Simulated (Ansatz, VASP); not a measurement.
**Two plane-wave programs on TaSi2**

```
Ta Si
1.0
     4.78000    0.00000    0.00000
    -2.39000    4.13960    0.00000
     0.00000    0.00000    6.56400
Ta Si
3 6
Direct
  0.00000 0.50000 0.16667
  0.50000 0.50000 0.83333
  0.50000 0.00000 0.50000
  0.33330 0.16665 0.16667
  0.16665 0.83335 0.83333
  0.83335 0.66670 0.50000
  0.66670 0.83335 0.16667
  0.83335 0.16665 0.83333
  0.16665 0.33330 0.50000
```

Alike in both runs: task relaxation of cell and atoms; functional PBE; k mesh 5 × 5 × 3; occupations fermi-dirac, width 0.05 eV; no spin polarisation.

|  | VASP | Ansatz |
| --- | --- | --- |
| version | VASP 6.6.1 | Ansatz 0.2.0 |
| potentials or method | VASP PAW PBE potentials, release 54 (Ta, Si) | Ansatz PAW |
| plane-wave cutoff (eV) | 600 | 420 |
| valence electrons in the cell | 39 | 63 |

Ansatz gave:

* gap on the k mesh at the Fermi level, each at its own relaxed structure (eV): none
* relaxed volume (Å³/atom): 14.67
* relaxed cell length with the largest relative difference (Å): 4.814
* energy change over the relaxation (meV/atom): -20

Task: Estimate VASP's values.

Result: gap on the k mesh at the Fermi level, each at its own relaxed structure (eV): none; relaxed volume (Å³/atom): 14.66; relaxed cell length with the largest relative difference (Å): 4.812; energy change over the relaxation (meV/atom): -20.

A gap of «none» marks a metal or a gap that the smearing closes. The two sets of potentials don't hold the same shells in valence.

Caveats: the plane-wave basis is chosen anew once the cell has moved, so the energies of steps on either side of that aren't comparable (Ansatz). Spin-orbit coupling is left out, which matters for the levels of Ta. Zero-point motion and thermal expansion aren't in these numbers. PBE usually gives volumes a little too large and moduli too small.
